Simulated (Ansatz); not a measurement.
A run of Ansatz 0.2.0:

input.yaml

```yaml
crystal:
  lattice:
    - [4.99495987, 0.0, 0.0]
    - [0.0, 4.99495987, 0.0]
    - [0.0, 0.0, 3.40900096]
  atoms:
    - { symbol: Pb, position: [0.502748, 0.501557, 0.517599] }
    - { symbol: Pb, position: [-0.001071, 0.006569, 0.007874] }
    - { symbol: O, position: [0.695109, 0.703762, -0.004739] }
    - { symbol: O, position: [0.804168, 0.193285, 0.49591] }
    - { symbol: O, position: [0.188068, 0.817062, 0.50322] }
    - { symbol: O, position: [0.300545, 0.304073, 0.014224] }
hamiltonian:
  xc: pbe
  pseudopotentials: { kind: paw }
kpoints:
  mp_grid: { grid: [6, 6, 8] }
scf:
  occupations: { method: fermi_dirac, width: 0.05 }
output:
  forces: true
  stress: true
  eigenvalues: true
```

Potentials or basis: Ansatz PAW.

Launch:

```sh
$ ansatz run input.yaml --threads 2 --pin off --max-ram 5120MiB --backend cpu --events-out ev --progress --plain --runs-dir out
```

Hardware: 2 threads of Arm Neoverse V1, with other jobs on the host.

Task: Estimate the wall time of this run.

Result: Run time: 24 s on 2 threads of Arm Neoverse V1 (shared host), peak memory 0.53 GiB. Counts: scf iterations 9, plane waves 1663, k points 148, bands 32.
